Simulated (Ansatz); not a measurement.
**In in Ansatz: convergence with k mesh**

Input of the first run (k mesh 4 × 4 × 4); the others differ in this setting and in those tied to it:

The input input.yaml:

```yaml
crystal:
  lattice:
    - [-1.62547, 1.62547, 2.4737]
    - [1.62547, -1.62547, 2.4737]
    - [1.62547, 1.62547, -2.4737]
  atoms:
    - { symbol: In, position: [0.0, 0.0, 0.0] }
hamiltonian:
  xc: pbe
  pseudopotentials: { kind: paw }
kpoints:
  mp_grid: { grid: [4, 4, 4] }
scf:
  occupations: { method: methfessel_paxton, width: 0.1 }
output:
  forces: true
  stress: true
  eigenvalues: true
```

Potentials or basis: Ansatz PAW.

Launch:

```sh
$ ansatz run input.yaml --threads 2 --pin off --max-ram 5632MiB --backend cpu --events-out ev --progress --plain --runs-dir out
```

Hardware: 2 threads of Arm Neoverse V1, on a shared host.

```tsv
k mesh	energy less the tightest run, at zero smearing (meV/atom)	pressure (GPa)	SCF cycles	CPU time (s)	peak memory (GiB)
4 × 4 × 4	145.25	4.19	6	0.51	0.25
5 × 5 × 5	51.31	2.81	5	0.53	0.25
7 × 7 × 7	9.22	1.61	6	0.87	0.26
8 × 8 × 8	6.18	1.78	5	1.1	0.27
10 × 10 × 10	-5.04	2.00	7	1.8	0.29
13 × 13 × 13	-1.55	2.07	7	3.2	0.33
16 × 16 × 16	-0.41	1.96	7	5.7	0.36
19 × 19 × 19	0.00	2.05	7	8.7	0.42
```

Against the tightest run, the energy stays within 1 meV/atom from 16 × 16 × 16 on; the pressure stays within 0.1 GPa from 10 × 10 × 10 on. Meshes of other sizes hit other points, so gaps and Fermi surfaces needn't settle smoothly. The tightest run that finished is the yardstick and may itself not be fully converged.
